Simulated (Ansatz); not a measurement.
NaI: stationary points along a deformation path

The calculation used DFT r2SCAN, scalar-relativistic, plane waves, PAW in Ansatz. The runs took a 500 eV cutoff, a Γ-centred 8×8×8 mesh and Gaussian smearing (0.05 eV). No spin polarisation. Energies are free energies at this smearing, counted from the undisturbed cell; pressure is positive in compression.

The starting cell (as given, not relaxed at this level; it stands at -0.1 GPa):

```yaml
crystal:
  lattice:
    - [0.00000, 3.23640, 3.23640]
    - [3.23640, 0.00000, 3.23640]
    - [3.23640, 3.23640, 0.00000]
  atoms:
    - { symbol: Na, position: [0.00000, 0.00000, 0.00000] }
    - { symbol: I, position: [0.50000, 0.50000, 0.50000] }
```

At fixed volume and fractional coordinates, lengths along (0.000, 0.000, 1.000) are scaled against those across it; ρ is that ratio over its starting value. V = 33.899 Å³/atom. Δσ is the stress along the axis less the mean stress across it (compression positive).

| ρ | ΔE (meV/atom) | Δσ (GPa) | space group |
| --- | --- | --- | --- |
| 0.650 | 755.3 | 36.24 | I4/mmm |
| 0.707 | 409.8 | 22.81 | I4/mmm |
| 0.780 | 172.6 | 12.22 | I4/mmm |
| 0.850 | 63.0 | 6.27 | I4/mmm |
| 0.920 | 14.6 | 2.64 | I4/mmm |
| 0.960 | 3.3 | 1.18 | I4/mmm |
| 1.000 | 0.0 | 0.00 | Fm-3m |
| 1.050 | 4.3 | -1.21 | I4/mmm |
| 1.100 | 15.7 | -2.26 | I4/mmm |
| 1.200 | 55.1 | -4.18 | I4/mmm |
| 1.300 | 113.1 | -6.15 | I4/mmm |
| 1.414 | 200.5 | -8.69 | I4/mmm |
| 1.500 | 281.8 | -10.87 | I4/mmm |

Problem. How does the stress give the slope of the energy, and where is the energy stationary?

Solution. Along the path d ln(length) is 2/3 d ln ρ on the axis and −1/3 d ln ρ across it, so dE/d ln ρ = −(2/3) V Δσ: the energy falls with ρ where Δσ is positive. Δσ vanishes or changes sign at ρ = 1.000 (Fm-3m), a minimum at 0.0 meV/atom. Pairs of stationary points between two samples would go unseen, and could change a minimum read from distant neighbours into a maximum. At ρ = 1.000 the cell is cubic, where symmetry alone makes the stress isotropic and the slope zero.

Problem. Which shear constant sets the curvature at ρ = 1?

Solution. For a cubic crystal E/V = (2/3) C (ln ρ)² with C = C′ = (C11 − C12)/2, so Δσ = −2C ln ρ. The parabola of Δσ against ln ρ through ρ = 0.960, 1 and 1.050 gives C ≈ 13.5 GPa with the ions clamped, rough because the steps are large.

Problem. Integrate that slope from ρ = 1 to 0.850 by the trapezoid rule.

Solution. With V/N in Å³ and 1 eV/Å³ = 160.2 GPa the slopes at ρ = 1.000, 0.960, 0.920, 0.850 are 0, -166, -372, -885 meV/atom per unit of ln ρ. The steps add 3.4 + 11.4 + 49.7 = 64.5 meV/atom, against 63.0 from the energies; the trapezoid rule misses the curvature of the slope within each step.